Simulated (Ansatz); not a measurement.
# KZnF3 from KF and ZnF2: a reaction energy

Program: Ansatz 0.2.0, Python API.

The cells in order, each with its output:

```python
from collections import Counter
from dataclasses import dataclass
import warnings

import ansatz as az
import numpy as np
```

```python
@dataclass(frozen=True)
class RunConfig:
    functional: str = "pbesol"
    k_spacing: float = 0.34
    filling: str = "fixed"
```

```python
settings = RunConfig()
```

```python
def ground_state(name, crystal):
    calc = (
        crystal.calculation()
        .functional(settings.functional)
        .basis(35 * az.Ry)
        .mixing("msr1")
        .kpoints(spacing=settings.k_spacing)
        .occupations(settings.filling)
        .stress()
    )
    return calc.run()
```

```python
def counts(outcome):
    return Counter(site.symbol for site in outcome.lattice.sites)
```

```python
def volume_per_atom(outcome):
    return abs(np.linalg.det(outcome.lattice.cell_ang)) / len(outcome.lattice.sites)
```

```python
warnings.simplefilter("ignore", az.DeckWarning)
```

```python
phases = {}
kznf3_pm_3m = (
    az.Lattice.cubic(4.05)
    .space_group(221)
    .atom("K", [0.0, 0.0, 0.0])
    .atom("Zn", [0.5, 0.5, 0.5])
    .atom("F", [0.5, 0.5, 0.0])
)
phases["KZnF3 Pm-3m"] = kznf3_pm_3m
kf_fm_3m = (
    az.Lattice.fcc(5.3437)
    .space_group(225)
    .atom("K", [0.0, 0.0, 0.0])
    .atom("F", [0.5, 0.0, 0.0])
    .primitive()
)
phases["KF Fm-3m"] = kf_fm_3m
znf2_p4_2_mnm = (
    az.Lattice.from_parameters(4.7048, 4.7048, 3.1338, alpha=90, beta=90, gamma=90)
    .space_group(136, hermann_mauguin="P42/mnm")
    .atom("Zn", [0.0, 0.0, 0.0])
    .atom("F", [0.3024, 0.3024, 0.0])
)
phases["ZnF2 P4_2/mnm"] = znf2_p4_2_mnm
```

```python
done = {name: ground_state(name, crystal) for name, crystal in phases.items()}
```

```python
# cells of each reactant that make one cell of the product
elements = sorted(counts(done["KZnF3 Pm-3m"]))
matrix = np.array([[counts(done[name])[e] for name in ("KF Fm-3m", "ZnF2 P4_2/mnm")] for e in elements], float)
x = np.linalg.lstsq(matrix, [counts(done["KZnF3 Pm-3m"])[e] for e in elements], rcond=None)[0]
energy = done["KZnF3 Pm-3m"].report["energy_sigma0_ev"] - sum(k * done[name].report["energy_sigma0_ev"] for k, name in zip(x, ("KF Fm-3m", "ZnF2 P4_2/mnm")))
n = len(done["KZnF3 Pm-3m"].lattice.sites)
before = sum(k * len(done[name].lattice.sites) * volume_per_atom(done[name]) for k, name in zip(x, ("KF Fm-3m", "ZnF2 P4_2/mnm"))) / n
print(f"{x[0]:.3f} cells of KF Fm-3m + {x[1]:.3f} cells of ZnF2 P4_2/mnm -> 1 cell of KZnF3 Pm-3m")
print(f"reaction energy {1000 * energy / n:+.1f} meV/atom ({96.4853 * energy / n:+.2f} kJ per mole of atoms)")
print(f"volume per atom {before:.3f} -> {volume_per_atom(done['KZnF3 Pm-3m']):.3f} A^3")
```

    1.000 cells of KF Fm-3m + 0.500 cells of ZnF2 P4_2/mnm -> 1 cell of KZnF3 Pm-3m
    reaction energy -93.3 meV/atom (-9.01 kJ per mole of atoms)
    volume per atom 14.566 -> 13.286 A^3

The reaction energy is -93.3 meV an atom, so the product lies below the reactants. The volume per atom goes from 14.566 to 13.286 Å³ (-8.8 %).

What to keep in mind:
- The settings weren't tested for convergence.
- The cells come from databases of deposited and of computed structures, and not all need be stable phases.
- The reactants and the product are the structures named, not necessarily the lowest of each compound, so sign and change of volume hang on that choice. A semilocal functional's error on such energies is often 0.05 to 0.1 eV an atom, and 0.1 to 0.3 eV against gases such as O2 or F2.
- Finished in 6.4 s on 1 thread of Arm Neoverse V1, on a shared host, peak memory 0.41 GiB.
